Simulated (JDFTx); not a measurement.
## NaF (Villiaumite) under changes of volume

One of the cells (12.487 Å³/atom); the others are scaled copies at fixed shape and fractional positions:

```
Na F
1.0
     0.00000    2.32000    2.32000
     2.32000    0.00000    2.32000
     2.32000    2.32000    0.00000
Na F
1 1
Direct
  0.00000 0.00000 0.00000
  0.50000 0.50000 0.50000
```

```yaml
Program: JDFTx 1.7.0 (patched build)
Functional: PBEsol
Potentials_or_basis: PseudoDojo-SR-PBEsol-0.4.1-standard with smoothed tails
Cutoff: 1197 eV
Density_cutoff: 9578 eV
k_mesh: 10 × 10 × 10
Occupations: fermi-dirac, width 0.05 eV
Spin: no spin polarisation
```

```tsv
volume (Å³/atom)	energy over the lowest point (meV/atom)	pressure (GPa)	gap on the mesh (eV)
11.738	5.64	3.0	6.52
11.988	1.99	1.7	6.40
12.237	?	?	?
12.487	0.00	-0.4	6.18
12.737	1.28	-1.3	6.08
12.987	3.87	-2.1	5.98
13.236	7.62	-2.8	5.89
```

**Question.** What does the run at 12.237 Å³/atom give?

**Answer.** Energy over the lowest point 0.18 meV/atom; pressure 0.6 GPa; gap on the mesh 6.29 eV.

Worked out: A Birch-Murnaghan fit of order 3 (a polynomial in V^(-2/3)) to the other rows has its minimum at 12.39 Å³/atom with B0 = V·E''(V) = 49 GPa and B' = 4.5. It gives 0.18 meV/atom at 12.237 Å³/atom, against the run's 0.18, and -dE/dV = 0.6 GPa, against 0.6. A straight line through the other rows of the gap, of slope -5.26 eV per unit of ln V (its deformation potential), gives 6.29 eV, against the run's 6.29.

A mesh can miss the band edges.
